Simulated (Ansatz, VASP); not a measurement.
**One calculation of Si, two programs**

```xyz
4
Lattice="3.8472 0.0000 0.0000 -1.9236 3.3318 0.0000 0.0000 0.0000 18.4447" Properties=species:S:1:pos:R:3 pbc="T T T"
Si    0.0000    2.2212    4.9723
Si    1.9236    1.1106    4.5000
Si   -1.2824    2.9616    9.2147
Si    0.6412    1.8510    8.7423
```

Alike in both runs: task single point; functional PBE; dispersion D3(BJ); k mesh 9 × 9 × 1; occupations gaussian, width 0.1 eV; no spin polarisation.

|  | VASP | Ansatz |
| --- | --- | --- |
| version | VASP 6.6.1 | Ansatz 0.2.0 |
| potentials or method | VASP PAW PBE potentials, release 64 (Si) | scalar-relativistic, plane waves, PAW |
| plane-wave cutoff (eV) | 520 | 420 |
| valence electrons in the cell | 16 | 16 |

|  | VASP | Ansatz | Ansatz less VASP |
| --- | --- | --- | --- |
| gap on the k mesh at the Fermi level (eV) | 0.27 | 0.27 | 0.000 |
| least direct gap on the mesh (eV) | 0.27 | 0.27 | 0.000 |
| rms of the force components (eV/Å) | 0.112 | 0.114 | +0.0026 |

Atom by atom the forces differ by 0.004 eV/Å (rms over components).
